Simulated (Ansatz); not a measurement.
## MgF$_{2}$, one cell by several methods

```yaml
crystal:
  lattice:
    - [4.62130, 0.00000, 0.00000]
    - [0.00000, 4.62130, 0.00000]
    - [0.00000, 0.00000, 2.92542]
  atoms:
    - { symbol: Mg, position: [0.00000, 0.00000, 0.00000] }
    - { symbol: Mg, position: [0.50000, 0.50000, 0.50000] }
    - { symbol: F, position: [0.30280, 0.30280, 0.00000] }
    - { symbol: F, position: [0.19720, 0.80280, 0.50000] }
    - { symbol: F, position: [0.69720, 0.69720, 0.00000] }
    - { symbol: F, position: [0.80280, 0.19720, 0.50000] }
```

Atom numbers follow the list: Mg1, Mg2, F3, F4, F5, F6.

The cell comes from COD entry 9007534, which wasn't checked; take it as a given geometry. The listed cell was then made from it by scaling, straining or moving an atom.

Levels of theory: DFT, PBE, PAW with Ansatz's default frozen-core files, scalar-relativistic (Ansatz 0.2.0); DFT, PBE, all-electron PAW with datasets made for the crystal, scalar-relativistic (Ansatz 0.2.0); DFT, PBE, all-electron LAPW, scalar-relativistic (Ansatz 0.2.0).

For PAW: a Γ-centred 5×5×7 k mesh, Fermi–Dirac smearing of 0.02 eV, cutoff 420 eV, no spin polarisation. The crystal-made all-electron datasets (AE datasets) take a cutoff of 400 eV at this cell. LAPW targets a basis error of 1 meV/atom. The Ansatz runs share mesh, smearing and spin set-up. Plane-wave (PAW) pressures include the program's estimate of the Pulay term.

Stress and pressure are positive in compression.

| quantity | PAW | AE datasets | LAPW |
| --- | --- | --- | --- |
| pressure (GPa) | 10.56 | 10.56 | 10.57 |
| stress xx (GPa) | 8.16 | 8.16 | 8.17 |
| stress zz (GPa) | 15.37 | 15.36 | 15.37 |
| force on F3, y (eV/Å) | -0.144 | -0.146 | -0.146 |
| band gap (eV) | 7.505 | 7.492 | 7.492 |
| field gradient Vzz at Mg1 (10²¹ V/m²) | -0.56 | -0.58 | – |
| field gradient Vzz at F3 (10²¹ V/m²) | -4.71 | -4.68 | – |

PAW's pressure differs from the LAPW value by about 0.01 GPa or less.
